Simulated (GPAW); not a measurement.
**Anisotropy of MnO2**

Aim: the anisotropy of MnO2 from the Kohn–Sham states of one collinear run.

Calculated with GPAW 26.7.0; PBE with U = 2.4 eV on Mn d; plane waves with GPAW's PAW setups, scalar-relativistic.

This is a report of a sequence of runs, with most program output left out.

## Step 1: The structure

Symmetry: P-3m1, No. 164, trigonal system. The conventional cell has a = 2.857 Å, b = 2.857 Å, c = 4.601 Å, α = 90.00°, β = 90.00°, γ = 120.00°. Nearest to Mn lie 6 O at 1.90 Å. O has 3 Mn at 1.90 Å nearest. Farther neighbours and most contacts between anions are not listed.

The cell comes from a database of computed structures and need not be the stable phase.

## Step 2: Self-consistent state

All later steps read the density of this run. A Hubbard term is added for the open shell, at a value in common use.

order1.py

```python
import json
import numpy as np
from ase import Atoms
from ase.parallel import paropen, parprint
from gpaw import GPAW

atoms = Atoms(['Mn', 'O', 'O'],
    cell=[[2.85657818, 0.0, 0.0],
         [-1.42828909, 2.47386927, 0.0],
         [0.0, 0.0, 4.60137406]],
    scaled_positions=[[0.0, 0.0, 0.5],
         [0.66666667, 0.33333333, 0.29370743],
         [0.33333333, 0.66666667, 0.70629257]],
    pbc=True,
    magmoms=[4.5, 0.0, 0.0])
atoms.calc = GPAW(mode={'name': 'pw', 'ecut': 700},
    xc='PBE',
    kpts={'size': (8, 8, 8), 'gamma': True},
    occupations={'name': 'fermi-dirac', 'width': 0.05},
    convergence={'density': 1e-05, 'energy': 1e-05},
    maxiter=200,
    setups={'Mn': ':d,2.4'},
    symmetry={'tolerance': 1e-4},
    txt='order1.txt')
e = atoms.get_potential_energy(force_consistent=True)
res = {'free_energy': e, 'energy_sigma0': atoms.get_potential_energy(), 'fermi_energy': atoms.calc.get_fermi_level()}
res['moments'] = atoms.get_magnetic_moments().tolist()
res['total'] = atoms.get_magnetic_moment()
parprint('site moments (muB):', np.round(res['moments'], 3))
parprint(f"total moment: {res['total']:.3f} muB")
parprint(f'free energy: {e:.6f} eV')
atoms.calc.write('order1.gpw')
with paropen('results.json', 'w') as f:
    json.dump(res, f)
```

Launch:

```
$ OMP_NUM_THREADS=1 mpirun -n 2 gpaw python order1.py > order1.log
```

Run time: 35 s. Hardware: 2 MPI ranks of Arm Neoverse V2, shared host; peak memory 0.42 GiB; 70 s of CPU time.

Spin moment in the augmentation sphere by atom:

```tsv
atom	spin moment in the augmentation sphere (μB)
Mn1	3.01
O2	-0.02
O3	-0.02
```

Read from the output:

| Item | Value |
| --- | --- |
| magnetization | 3.000 μB |
| final state | ferromagnetic |

After 12 cycles the largest moment stands at 3.01 μB.

## Step 3: Non-self-consistent run

The steps that follow sum over empty states, which the ground-state run does not converge; 30 states a spin are converged here at the frozen density and written with their wave functions.

It starts from the saved density of the lowest of the states tried.

nscf.py

```python
from gpaw import GPAW

calc = GPAW('order1.gpw').fixed_density(
    kpts={'size': (10, 10, 10), 'gamma': True},
    nbands=34,
    convergence={'bands': 30, 'eigenstates': 1e-9},
    eigensolver='ppcg',
    parallel={'domain': 1},
    txt='nscf.txt')
calc.write('nscf.gpw', mode='all')
```

Launch:

```
$ OMP_NUM_THREADS=1 mpirun -n 2 gpaw python nscf.py > nscf.log
```

It took 1.7 min on 2 MPI ranks; peak memory 0.6 GiB.

## Step 4: Easy axis by the force theorem

Spin–orbit coupling is added in the basis of the saved states for each direction of the moments. The change in the band energy is the anisotropy energy, with no new self-consistent run.

anisotropy.py

```python
import json
import numpy as np
from ase.parallel import paropen, parprint
from gpaw import GPAW
from gpaw.spinorbit import soc_eigenstates

calc = GPAW('nscf.gpw')
angles = [[0.0, 0.0], [90.0, 0.0], [90.0, 30.0]]  # theta, phi in degrees
res = {'rows': []}
for scale in [1.0]:
    e0 = None
    for theta, phi in angles:
        soc = soc_eigenstates(calc, n2=30, scale=scale, theta=theta, phi=phi)
        e = soc.calculate_band_energy()
        e0 = e if e0 is None else e0
        orbital = soc.get_orbital_magnetic_moments()
        res['rows'].append([scale, theta, phi, 1000 * (e - e0), orbital.tolist()])
        parprint(f'scale {scale} theta {theta:6.1f} phi {phi:6.1f}  dE = {1000 * (e - e0):9.4f} meV  |L| =', np.round(np.linalg.norm(orbital, axis=1), 4))
with paropen('results.json', 'w') as f:
    json.dump(res, f)
```

Launch:

```
$ OMP_NUM_THREADS=1 mpirun -n 2 gpaw python anisotropy.py > anisotropy.log
```

It took 8.8 s on 2 MPI ranks; peak memory 0.78 GiB; 18 s of CPU time.

Directions, in the order of the table (indices of the conventional cell): [001]; [100]; [210].

Theta from the Cartesian z axis, phi from x; spin up lies along the direction. Anisotropy, by row:

```tsv
spin-orbit scale	theta (degrees)	phi (degrees)	band energy less the first direction's (meV a cell)	orbital moment of atom 1 along the direction (μB)	sum of orbital moments along the direction (μB a cell)
1	0	0	0	-0.00676	-0.001059
1	90	0	0.1732	-0.005367	1.18e-4
1	90	30	0.1732	-0.005368	1.17e-4
```

## Step 5: Results

| Quantity | Value |
| --- | --- |
| state | ferromagnetic |
| largest site moment | 3.01 μB |
| spread of the directions' energies | 0.173 meV a cell |
| easiest direction tried | [001] |

What this shows: About the ferromagnetic state the directions differ by 0.173 meV a cell, with [001] easiest. The anisotropy comes from the force theorem at a frozen potential; it needs a check on a finer mesh, and shape anisotropy is not in it.

[Logs and program files are shortened in this print: banners, set-up blocks, solver, clock and traceback lines can be left out without a mark of their own.]

[Logs are printed without paths, hosts, clocks, repeated set-up lines and the standing remarks that a program may print on its own settings, such as how far it seeks lower states.]

[Hosts, paths, dates, database ids (printed as entryN), source tags and the programs' standing remarks are cut or masked in the printed files.]

[Where a cell is said to come from a database of computed structures, the database is the Materials Project.]
